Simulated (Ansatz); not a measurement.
MgO2:

```xyz
12
Lattice="4.8286 0.0000 0.0000 0.0000 4.8286 0.0000 0.0000 0.0000 4.8286" Properties=species:S:1:pos:R:3 pbc="T T T"
Mg    0.0000    0.0000    0.0000
Mg    2.4143    0.0000    2.4143
Mg    2.4143    2.4143    0.0000
Mg    0.0000    2.4143    2.4143
O     2.8461    4.3968    0.4318
O     4.3968    0.4318    2.8461
O     0.4318    2.8461    4.3968
O     1.9825    1.9825    1.9825
O     2.8461    2.8461    2.8461
O     4.3968    1.9825    0.4318
O     0.4318    4.3968    1.9825
O     1.9825    0.4318    4.3968
```

The cell is a database's computed one.

Base run:

* Program: Ansatz 0.2.0
* Functional: BLYP
* Potentials or basis: Ansatz PAW
* Cutoff: 420 eV
* Density cutoff: 1680 eV
* k mesh: 6 × 6 × 6
* Occupations: fermi-dirac, width 0.05 eV
* Spin: no spin polarisation

Its results: band gap on the k mesh 4.09 eV, indirect (least direct gap 4.21 eV); largest force 0.326 eV/Å.

The run is repeated on the same cell with these changes: functional from BLYP to HSE06; k mesh from 6 × 6 × 6 to 4 × 4 × 4. What comes out?

Band gap on the k mesh 6.31 eV, indirect (least direct gap 6.52 eV); largest force 0.948 eV/Å.

Several settings changed at once, so the effect can't be laid on one alone.

Caveats: the PAW data sets come from PBE, with cores solved anew for the run's functional, which leaves a small shift of forces and pressure; the potentials were made for another functional, which shifts forces and pressure (some runs).

Not every run made on this cell is shown here.
